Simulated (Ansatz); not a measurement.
System: wurtzite BeO. Method: r²SCANh (plane waves, PAW; Ansatz, a program for electronic structure).

Numerical settings: plane-wave cutoff 520 eV, 12×12×6 k mesh (along the axes of the cell as run), Fermi–Dirac smearing 0.01 eV, scalar-relativistic PAW data made under PBE.

Computed at the level's own relaxed cell.

```
CELL_PARAMETERS angstrom
      1.34206    -2.32451     0.00000
      1.34206     2.32451     0.00000
      0.00000     0.00000     4.35850
ATOMIC_POSITIONS crystal
  Be 0.66667 0.33333 0.50012
  Be 0.33333 0.66667 0.00012
  O  0.66667 0.33333 0.87788
  O  0.33333 0.66667 0.37788
```

List the 10 lowest band energies at Γ above −25 eV (eV, relative to the valence band maximum), grouping those that round alike.

At Γ: -20.31, -18.43, -6.60, -1.07 (×2), -0.05 (×2), 0.00, 9.56, 13.83.

Note: the run warned that its exchange threshold was loose for the stress.
